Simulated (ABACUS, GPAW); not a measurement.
This is a calculation of InSe for ABACUS 3.10.1. 

The input INPUT:

```
INPUT_PARAMETERS
suffix              InSe
calculation         scf
basis_type          pw
pseudo_dir          ./
symmetry            1
dft_functional      pbesol
ecutwfc             87
pseudo_rcut         7
nspin               1
nbands              35
ks_solver           dav
smearing_method     fd
smearing_sigma      0.00367493
scf_thr             1e-08
scf_nmax            100
mixing_type         broyden
mixing_beta         0.7
cal_force           1
cal_stress          1
out_chg             1
out_pot             2
out_elf             1
```

The input STRU:

```
ATOMIC_SPECIES
In 114.8180 In.upf
Se 78.9710 Se.upf

LATTICE_CONSTANT
1.8897261246

LATTICE_VECTORS
2.0000000000 1.1547005384 8.4400000000
-2.0000000000 1.1547005384 8.4400000000
0.0000000000 -2.3094010768 8.4400000000

ATOMIC_POSITIONS
Direct

In
0.0
2
0.8886000000 0.8886000000 0.8886000000 1 1 1
0.0000000000 0.0000000000 0.0000000000 1 1 1

Se
0.0
2
0.1719000000 0.1719000000 0.1719000000 1 1 1
0.3835000000 0.3835000000 0.3835000000 1 1 1
```

File KPT:

```
K_POINTS
0
Gamma
8 8 8 0 0 0
```

Potentials or basis: PseudoDojo NC SR 0.4.1 PBEsol standard, plane waves.

Command:

```console
$ OMP_NUM_THREADS=1 mpirun -np 4 abacus > log
```

Task: Translate it to GPAW 26.7.0 (ASE script). Potentials or basis there: PAW data sets generated for this functional, cutoff 600 eV.

Result: As run (cutoffs and basis follow the program's own potentials, and thresholds, step limits or extra output files can differ):

File run.py:

```python
from ase import Atoms
from ase.dft.bandgap import bandgap
from ase.io import write
from ase.units import GPa
from gpaw import GPAW, PW, setup_paths

setup_paths.insert(0, '.')

atoms = Atoms(['In', 'In', 'Se', 'Se'],
              cell=[[2.0, 1.1547005384, 8.44],
                    [-2.0, 1.1547005384, 8.44],
                    [0.0, -2.3094010768, 8.44]],
              scaled_positions=[[0.8886, 0.8886, 0.8886],
                                [0.0, 0.0, 0.0],
                                [0.1719, 0.1719, 0.1719],
                                [0.3835, 0.3835, 0.3835]],
              pbc=True)

calc = GPAW(mode=PW(600),
            xc='PBEsol',
            kpts={'size': (8, 8, 8), 'gamma': True},
            occupations={'name': 'fermi-dirac', 'width': 0.05},
            nbands=32,
            convergence={'density': 1e-05, 'energy': 1e-05},
            maxiter=150,
            txt='gpaw.txt')
atoms.calc = calc
energy = atoms.get_potential_energy()
forces = atoms.get_forces()
stress = atoms.get_stress()
calc.write('gs.gpw')
write('result.traj', atoms)
print(f'Energy: {energy:.6f} eV')
print('Forces (eV/A):')
print(forces.round(4))
print('Stress (GPa):', (stress / GPa).round(3))
print('Fermi level:', round(calc.get_fermi_level(), 4), 'eV')
print(f'Gap: {bandgap(calc)[0]:.4f} eV, direct: {bandgap(calc, direct=True)[0]:.4f} eV')
```

Potentials or basis: PAW data sets generated in the run's folder for this functional, pw.

Launch:

```sh
$ gpaw-setup -f PBEsol In Se
$ OMP_NUM_THREADS=1 python run.py
```

Both were run:

|  | ABACUS | GPAW |
| --- | --- | --- |
| Pressure | 0.3 GPa | -0.1 GPa |
| Largest force | 0.309 eV/Å | 0.313 eV/Å |

The potentials hold 58 and 38 valence electrons a cell.

Pressure is positive in compression.
